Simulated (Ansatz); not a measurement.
**Ti2O: how the plane-wave cutoff moves the results**

Theory: DFT r2SCAN, scalar-relativistic, plane waves, PAW (Ansatz).

```
Ti O
1.0
     2.91940    0.00000    0.00000
    -1.45970    2.52827    0.00000
     0.00000    0.00000    4.71300
Ti O
2 1
Direct
  0.66667 0.33333 0.27874
  0.33333 0.66667 0.72126
  0.00000 0.00000 0.00000
```

```
Γ-centred k-mesh               : 18×18×10
occupation rule                : Gaussian smearing, 0.1 eV
spin treatment                 : unpolarised
valence charge of the PAW sets : Ti 12, O 6
```

The atoms stay fixed while the plane-wave cutoff is varied. ΔE is the energy extrapolated to zero smearing, less that of the reference run (850 eV). The cell isn't necessarily relaxed at this level. Pressure is positive in compression and holds a correction for the finite cutoff (Pulay stress).

Times are rough; the reference took 110 s on 1 thread of Intel(R) Xeon(R) Processor @ 2.50GHz (Skylake/Cascade Lake), with other jobs on the host, peak memory 0.9 GiB.

Tried: 150, 200, 250, 300, 350, 380, 460, 500, 520, 600, 700, 850 eV. From which plane-wave cutoff on does the energy per atom stay within 100, 10 and 1 meV of the reference?

350 for 100 meV, 460 for 10 meV, 700 for 1 meV. The reference itself isn't shown to be converged. At 460 eV, where the energy is within 10 meV, force components already agree to within 0.003 eV/Å, where the largest force is 1.052 eV/Å.

| cutoff (eV) | ΔE (meV/atom) | P (GPa) | largest change of a force component (eV/Å) | plane waves at Γ | wall time (s) |
| --- | --- | --- | --- | --- | --- |
| 150 | 21464 | 19.91 | 7.174 | 135 | 17 |
| 200 | 5384 | 5.39 | 1.737 | 233 | 18 |
| 250 | 1238 | 4.35 | 0.289 | 313 | 26 |
| 300 | 226 | 9.75 | 0.117 | 391 | 30 |
| 350 | 34.7 | 9.16 | 0.018 | 537 | 34 |
| 380 | 13.5 | 9.07 | 0.004 | 579 | 39 |
| 460 | 4.98 | 9.01 | 0.003 | 785 | 50 |
| 500 | 3.93 | 9.02 | 0.003 | 881 | 65 |
| 520 | 3.43 | 9.02 | 0.003 | 941 | 51 |
| 600 | 1.79 | 9.02 | 0.000 | 1141 | 87 |
| 700 | 0.87 | 9.01 | 0.000 | 1461 | 93 |
| 850 | 0.00 | 9.00 | 0.000 | 1949 | 110 |